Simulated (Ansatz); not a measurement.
# How CaSe (Fm-3m) expands on warming, part 3 of 5

Wanted: α(T), C_P(T) and B(T) of CaSe in the quasi-harmonic approximation.

Measurements to reproduce:
- heat capacity C_P per formula unit 48.1 J/mol/K near room temperature (given in “High-Throughput Prediction of Finite-Temperature Properties using the Quasi-Harmonic Approximation”, 2016, arXiv:1603.06924)

Ansatz 0.2.0; DFT LDA, scalar-relativistic, plane waves, PAW.

So far. Step 4 (Tight relaxation): The residual pressure is -0.0068 GPa, small enough for phonons. Step 5 (Relaxing at another setting): The residual pressure is -0.0074 GPa, small enough for phonons. The relaxed cell has a = 5.791 Å (conventional setting).

The database entry behind the starting cell differs from later determinations by our own check (0.1 to 0.3 % short, probably kX units), so it need not match the best structure at ambient conditions.

### Step 6. The quasi-harmonic study, cutoff 550 eV, k-mesh 8×8×8

Thermal expansion follows from how the free energy of the vibrations (and of the electrons in a metal) changes with strain, so the program makes strained cells, their phonons and a fit in one run.

The input, input.yaml:

```yaml
crystal:
  lattice:
    - [0.0, 2.8956489103, 2.8956489103]
    - [2.8956489103, 0.0, 2.8956489103]
    - [2.8956489103, 2.8956489103, 0.0]
  atoms:
    - { symbol: Ca, position: [0.0, 0.0, 0.0] }
    - { symbol: Se, position: [0.5, 0.5, 0.5] }
kpoints:
  mp_grid: { grid: [8, 8, 8] }
hamiltonian:
  xc: lda
scf:
  occupations: { method: fixed }
  lower_state_search: "off"
output:
  eigenvalues: true
basis:
  ecutwfc: 550.0
phonons:
  method: dfpt
  qmesh: [4, 4, 4]
  temperatures: { t_max: 800.0, t_step: 50 }
  thermal_expansion: {}
```

The run is started by

```
> ansatz run input.yaml --threads 4 --pin off --max-ram 16384MiB --backend cpu --events-out ev --progress --plain --runs-dir out
```

Numbers of over 12 decimals in the logs are rounded to 6 here.

Output:

```text
[...]
Crystal: 2 atoms, lattice volume = 48.559 Å³
Basis set: ecut = 550 eV, 1411 PW (Γ), exchange–correlation on 64×64×64 points (8 copies of the dense FFT grid, shifted against one another)
Bands: 17, of which v1, the nominal top of the filled ones, is band 13 counted from 1 (12 counted from 0)
Symmetry: 48 space group operations
[...]
k-points: 29 of 512
[...]
SCF iter   1: F=—  HF=-7160.094339 eV  |F-HF|=—  |Δ(HF+E_count)|=         —  Δρ=4.95e-3  dr2=5.67e-3  ethr=1.77e-3  ⟨swp⟩=4.0  Hψ=2388  notcnv=0  defer=17
[...]
SCF iter   8: F=-7160.092915 eV  HF=-7160.092915 eV  |F-HF|=0.00e0  |Δ(HF+E_count)|=  9.09e-12  Δρ=4.93e-8  dr2=4.91e-13  ethr=1.00e-12  ⟨swp⟩=6.3  Hψ=2476  notcnv=0
SCF 1 converged in 8 iterations: F = -7160.092915 eV  dr2 = 4.91e-13
[...]
relax step   1: F+E_penalty+E_count = -7160.09291501 eV  Δ(F+E_penalty+E_count) = +0.000e0 eV  max|allowed force component| = 9.532e-31 eV/Å  Δτ_max = 0.0000 Å  (8 SCF iters, accepted)
SCF converged after 8 iterations
Free energy (F): -7160.092915 eV
[...]
Internal energy: -7160.092915 eV  (E = F + TS)
E sigma→0 (E₀):  -7160.092915 eV
Fermi energy:    7.566950 eV
[...]
--- Stress (GPa, compression-positive) ---
       -0.007419       0.000000      -0.000000
        0.000000      -0.007419       0.000000
        0.000000       0.000000      -0.007419
  P = ⅓ Tr σ = -0.0074 GPa (-0.074 kbar)
--- Band table (eV; the first three rows and the last of 29) ---
  k-point 0: bands = [... 9 lower, -4.5289, 7.5669, 7.5669, 7.5669, 11.0080, 11.0902, 11.0902, 11.0902]
  k-point 1: bands = [... 9 lower, -4.4191, 6.7221, 7.2845, 7.2845, 11.0626, 11.3227, 11.3227, 11.9907]
  k-point 2: bands = [... 9 lower, -4.1399, 5.3778, 6.7583, 6.7583, 11.1723, 11.8858, 11.8858, 13.3282]
  k-point 28: bands = [... 9 lower, -3.7646, 5.4152, 5.4152, 5.7159, 11.8759, 11.8759, 12.8475, 13.4150]
── thermal expansion: 3 new cells, 3 in all ──
thermal expansion: relaxation of cell 2
thermal expansion: relaxation of cell 3
── thermal expansion: 2 new cells, 5 in all ──
thermal expansion: relaxation of cell 4
thermal expansion: phonons of cell 4
thermal expansion: relaxation of cell 5
thermal expansion: phonons of cell 5
── thermal expansion: 5 new cells, 10 in all ──
thermal expansion: relaxation of cell 6
thermal expansion: relaxation of cell 7
thermal expansion: relaxation of cell 8
thermal expansion: relaxation of cell 9
thermal expansion: relaxation of cell 10
thermal expansion: phonons of cell 6
thermal expansion: phonons of cell 7
--- Relaxed structure (1 steps of the walk, 1 accepted, 0 SCFs on fresh bases) ---
  F+E_penalty+E_count = -7160.09291501 eV   max|allowed force component| = 9.532e-31 eV/Å
  atoms:
    - { symbol: Ca, position: [0.0, 0.0, 0.0] }
    - { symbol: Se, position: [0.5, 0.5, 0.5] }
--- Thermal expansion: 10 cells in 3 rounds, 0 GPa ---
  no lower state was looked for at cell 4: scf.lower_state_search: off
  without vibrations: a 4.09489, b 4.09489, c 4.09489 Å, V 48.5525 Å³, B 57.28 GPa
  at 0 K: a 4.10216, b 4.10216, c 4.10216 Å, V 48.8115 Å³, B 56.47 GPa
  zero-point expansion: a +0.178, b +0.178, c +0.178, V +0.534 %
      T/K        a/Å        b/Å        c/Å       V/Å³ | expansion of a, b, c, V (1e-6/K)   | that of V in the mean from 25 °C | C_P, C_V (J/mol K of the cell) | B_T, B_S (GPa)
     0.00    4.10216    4.10216    4.10216    48.8115 |    0.00    0.00    0.00    0.00 |   29.17 |     0.000     0.000 |    56.47    56.47
   100.00    4.10368    4.10368    4.10368    48.8659 |    9.18    9.18    9.18   27.53 |   38.32 |    33.352    33.227 |    56.01    56.22
   200.00    4.10848    4.10848    4.10848    49.0376 |   13.25   13.25   13.25   39.76 |   41.83 |    45.184    44.671 |    54.94    55.57
   298.15    4.11412    4.11412    4.11412    49.2398 |   14.53   14.53   14.53   43.60 |       - |    48.358    47.454 |    53.80    54.82
   350.00    4.11727    4.11727    4.11727    49.3529 |   14.95   14.95   14.95   44.85 |   44.30 |    49.227    48.114 |    53.18    54.41
   450.00    4.12357    4.12357    4.12357    49.5797 |   15.59   15.59   15.59   46.77 |   45.46 |    50.345    48.817 |    51.98    53.60
   550.00    4.13012    4.13012    4.13012    49.8163 |   16.14   16.14   16.14   48.43 |   46.49 |    51.141    49.177 |    50.74    52.76
   650.00    4.13690    4.13690    4.13690    50.0622 |   16.68   16.68   16.68   50.05 |   47.47 |    51.812    49.384 |    49.47    51.90
   750.00    4.14392    4.14392    4.14392    50.3175 |   17.23   17.23   17.23   51.70 |   48.44 |    52.441    49.514 |    48.17    51.02
   800.00    4.14752    4.14752    4.14752    50.4488 |   17.52   17.52   17.52   52.56 |   48.93 |    52.752    49.562 |    47.51    50.57
  the static fit leaves 0.000 meV an atom of the energies and, of the stresses, 0.000 GPa of each cell's largest along a strain (root mean squares over the cells), whose Pulay part it has at -0.003 GPa
  vibrations' free energy: its fit passes through its cells
  the electrons' free energy at temperature is not in it: every band gap is over 0.83 eV
  free energies summed between the sampled wave vectors
  estimated error of the fitted expansion in any direction: up to 0.026e-6/K, at 800 K, with few degrees of freedom (an estimate, not a bound: it was exceeded on models of known expansion)
  by sums over the sampled wave vectors an expansion of the volume parts by up to 0.26e-6/K
  by a static energy of one degree less an expansion of the volume parts by up to 0.06e-6/K
  the FFT grids of the static calculations differ: 32 × 32 × 32, 36 × 36 × 36
  band gaps on the cells' k-points are 1.628 to 1.906 eV
```

It took 14 min on 4 threads of Arm Neoverse V1, shared host; peak memory 1.6 GiB.

Numbers from this step:

```yaml
pressure: -0.007419 GPa
volume_expansion_coefficient_at_298_k: 43.60 1e-6/K
c_p_at_298_k: 24.18 J/mol-atom/K
entropy_at_298_k: 34.55 J/mol-atom/K
isothermal_bulk_modulus_at_298_k: 53.80 GPa
grueneisen_parameter_at_298_k: 1.466
volume_at_298_k: 24.62 Å³/atom
principal_linear_expansion_coefficients_at_298_k: 14.53, 14.53, 14.53 1e-6/K
```

Strained cells of the study; zero-point energy where phonons were solved; the pressures are stresses at a fixed cutoff and can carry an offset from the finite basis. Expansion cells, by row:

```
cell  |a| (Å)  |b| (Å)  |c| (Å)  V (Å³/atom)  E - E_lowest (meV/atom)  pressure, compression positive (GPa)  gap (eV)  zero-point energy (meV/atom)
   1    4.095    4.095    4.095        24.28                        0                                 -0.01     1.715                             -
   2    4.128    4.128    4.128        24.87                    2.464                                -1.312      1.78                             -
   3    4.063    4.063    4.063        23.71                    2.495                                 1.428     1.646                             -
   4    4.095    4.095    4.095        24.28                        0                                -0.014     1.715                         29.22
   5    4.116    4.116    4.116        24.65                    0.988                                -0.844     1.757                         28.53
   6    4.142    4.142    4.142        25.12                    4.931                                -1.823     1.807                         27.67
   7    4.165    4.165    4.165        25.55                    10.92                                -2.634     1.849                          26.9
   8    4.055    4.055    4.055        23.57                    3.916                                 1.808     1.628                             -
   9    4.075    4.075    4.075        23.92                    0.955                                 0.869     1.673                             -
  10    4.199    4.199    4.199        26.17                    23.13                                -3.678     1.906                             -
```

Quasi-harmonic; a, b, c are the run's own cell vectors. Expansion, by row:

```
T (K)  a (Å)  b (Å)  c (Å)  alpha (deg)  beta (deg)  gamma (deg)  cell volume (Å³/cell)  alpha_a (1e-6/K)  alpha_b (1e-6/K)  alpha_c (1e-6/K)  alpha_V (1e-6/K)  C_P (J/mol-atom/K)  C_V (J/mol-atom/K)  S (J/mol-atom/K)  B_T (GPa)  B_S (GPa)  Grueneisen  extrapolation  fit error (1e-6/K)
    0  4.102  4.102  4.102           60          60           60                  48.81                 0                 0                 0                 0                   0                   0                 0      56.47      56.47           -              0                   0
   50  4.102  4.102  4.102           60          60           60                  48.82              3.29              3.29              3.29              9.86               7.197               7.193             2.983       56.4      56.43       1.137              0                   0
  100  4.104  4.104  4.104           60          60           60                  48.87              9.18              9.18              9.18             27.53               16.68               16.61             11.29      56.01      56.22       1.366              0                   0
  150  4.106  4.106  4.106           60          60           60                  48.94             11.92             11.92             11.92             35.76               20.73               20.58             18.93      55.49      55.92       1.421              0                   0
  200  4.108  4.108  4.108           60          60           60                  49.04             13.25             13.25             13.25             39.76               22.59               22.34             25.18      54.94      55.57       1.444              0                0.01
  250  4.111  4.111  4.111           60          60           60                  49.14             14.02             14.02             14.02             42.07               23.59               23.23             30.34      54.36      55.19       1.457              0                0.01
298.1  4.114  4.114  4.114           60          60           60                  49.24             14.53             14.53             14.53              43.6               24.18               23.73             34.55       53.8      54.82       1.466              0                0.01
  300  4.114  4.114  4.114           60          60           60                  49.24             14.55             14.55             14.55             43.65                24.2               23.74              34.7      53.78      54.81       1.466              0                0.01
  350  4.117  4.117  4.117           60          60           60                  49.35             14.95             14.95             14.95             44.85               24.61               24.06             38.46      53.18      54.41       1.474              0                0.01
  400   4.12   4.12   4.12           60          60           60                  49.47             15.29             15.29             15.29             45.86               24.92               24.27             41.77      52.58      54.01        1.48              0                0.01
  450  4.124  4.124  4.124           60          60           60                  49.58             15.59             15.59             15.59             46.77               25.17               24.41             44.72      51.98       53.6       1.487              0                0.01
  500  4.127  4.127  4.127           60          60           60                   49.7             15.87             15.87             15.87             47.61               25.38               24.51             47.38      51.36      53.19       1.493              0                0.01
  550   4.13   4.13   4.13           60          60           60                  49.82             16.14             16.14             16.14             48.43               25.57               24.59             49.81      50.74      52.76       1.499              0                0.01
  600  4.133  4.133  4.133           60          60           60                  49.94             16.41             16.41             16.41             49.24               25.74               24.65             52.04      50.11      52.33       1.505              0                0.01
  650  4.137  4.137  4.137           60          60           60                  50.06             16.68             16.68             16.68             50.05               25.91               24.69             54.11      49.47       51.9       1.511              0                0.01
  700   4.14   4.14   4.14           60          60           60                  50.19             16.96             16.96             16.96             50.87               26.06               24.73             56.04      48.82      51.46       1.518              0                0.01
  750  4.144  4.144  4.144           60          60           60                  50.32             17.23             17.23             17.23              51.7               26.22               24.76             57.84      48.17      51.02       1.524              0                0.02
  800  4.148  4.148  4.148           60          60           60                  50.45             17.52             17.52             17.52             52.56               26.38               24.78             59.54      47.51      50.57       1.531              0                0.03
```

Table of expansion coefficient by temperature; values in 1e-6/K:

```
temperature (K)  volume  principal 1
              0       0            0
             50    9.86         3.29
            100    27.5         9.18
            150    35.8         11.9
            200    39.8         13.2
            250    42.1         14.0
            298    43.6         14.5
            300    43.6         14.6
            350    44.9         14.9
            400    45.9         15.3
            450    46.8         15.6
            500    47.6         15.9
            550    48.4         16.1
            600    49.2         16.4
            650    50.0         16.7
            700    50.9         17.0
            750    51.7         17.2
            800    52.6         17.5
```

At 298 K the volume expansion is 43.6 × 10⁻⁶/K and B_T is 53.8 GPa.

(Continued in part 4 of 5.)

[Logs are printed without paths, hosts, clocks, repeated set-up lines and the standing remarks that a program may print on its own settings, such as how far it seeks lower states.]

[Hosts, paths, dates, database ids (printed as entryN), source tags and the programs' standing remarks are cut or masked in the printed files.]

[A step with changed settings may run another functional than the one named; its input shows which.]

[Pressures of single members of a volume series are the stress at the run's cutoff; with an incomplete basis they can lie off −dE/dV of the same runs, and they are not shown converged.]
